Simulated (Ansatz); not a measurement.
Crystal: AlN.

```xyz
4
Lattice="3.1130 0.0000 0.0000 -1.5565 2.6959 0.0000 0.0000 0.0000 4.9810" Properties=species:S:1:pos:R:3 pbc="T T T"
Al    1.5565    0.8986    2.4905
Al    0.0000    1.7973    0.0000
N     1.5565    0.8986    4.3833
N     0.0000    1.7973    1.8928
```

Program: Ansatz 0.2.0. Alike in all runs: task single point; level HSE06 form with a typed share of exact exchange; potentials or basis Ansatz PAW; no spin polarisation; cell as given; k mesh 5 × 5 × 3; cutoff (eV) 420; smearing fermi-dirac 0.05 eV; the mesh is coarse, so values aren't converged.

Task: Order these runs on this cell by their pressure, lowest first.
A. share of exact exchange 0.5
B. share of exact exchange 0.25
C. share of exact exchange 0.4

Result: A (-6.5 GPa), C (-4.6 GPa), B (-1.6 GPa).

Caveats: all runs use coarse meshes; the PAW data sets come from PBE, with cores solved anew for the run's functional, which leaves a small shift of forces and pressure; the thresholds are loose for stress.
